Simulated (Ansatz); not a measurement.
# SnSe: ideal shear of a crystal plane

These are results of DFT PBE+D3(BJ), scalar-relativistic, plane waves, PAW (Ansatz), not measurements. The runs took a 420 eV cutoff, a Γ-centred 8×8×3 mesh and Gaussian smearing (0.05 eV). No spin polarisation. Energies are free energies at this smearing, counted from the undisturbed cell; pressure is positive in compression.

The starting cell (relaxed at this level):

```
Sn Se
1.0
     0.00000   -4.16723    0.00000
     0.00000    0.00000   -4.38840
    11.48362    0.00000    0.00000
Sn Se
4 4
Direct
  0.75000 0.90394 0.61766
  0.25000 0.09606 0.38234
  0.25000 0.40394 0.88234
  0.75000 0.59606 0.11766
  0.75000 0.52301 0.35699
  0.25000 0.47699 0.64301
  0.25000 0.02301 0.14301
  0.75000 0.97699 0.85699
```

The cut lies on the cell's a–b face, a (1 0 0) plane (indices in the standard cell, whose axes needn't be the Cartesian ones shown) of area 18.29 Å², between layers 2.70 Å apart. Vector c is tilted by f times 1·a + 0·b (length 4.167 Å) with the atoms' Cartesian places fixed: one unrelaxed fault a cell. The traction is dγ/du, the slope of γ against the slip u in Å. Some rows repeat others by symmetry and weren't run.

```csv
f,γ (mJ/m²),traction (GPa)
0.0000,0,0.0
0.1000,33,1.7
0.2000,145,3.7
0.3000,334,5.1
0.4000,536,4.1
0.5000,631,0.0
0.6000,536,-4.1
0.7000,334,-5.1
0.8000,145,-3.7
0.9000,33,-1.7
```

Task: Read off the first barrier and the stress needed to climb it, and compare with Frenkel's sinusoid.

Result: The first sampled maximum lies at f = 0.500, a slip of 2.08 Å, with γ ≈ 631 mJ/m², which stands in for the unstable fault energy γ_us, and the steepest sampled slope before it is 5.1 GPa. A sinusoid γ = γ_us sin²(πu/λ) with its maximum there has λ = 4.17 Å and a largest slope πγ_us/λ = 4.8 GPa (1 mJ/m² per Å = 0.01 GPa). The stand-in is too high: the stress and forces give a traction of 5.0 GPa across the line at this point, so it is no saddle, and slip that bends off the line crosses lower.

Task: Is there a metastable fault on this line?

Result: Apart from points where γ returns to about zero, no local minimum shows among the samples, so at this sampling the line offers no fault for a dislocation to split on; a fault can still lie off the line.

The cut is rigid; relaxing the faces lowers these energies and usually the stresses.

Cost: 6 runs of about 14 core-minutes in all, on Intel Xeon Processor @ 2.50GHz (Skylake/Cascade Lake) (shared hosts).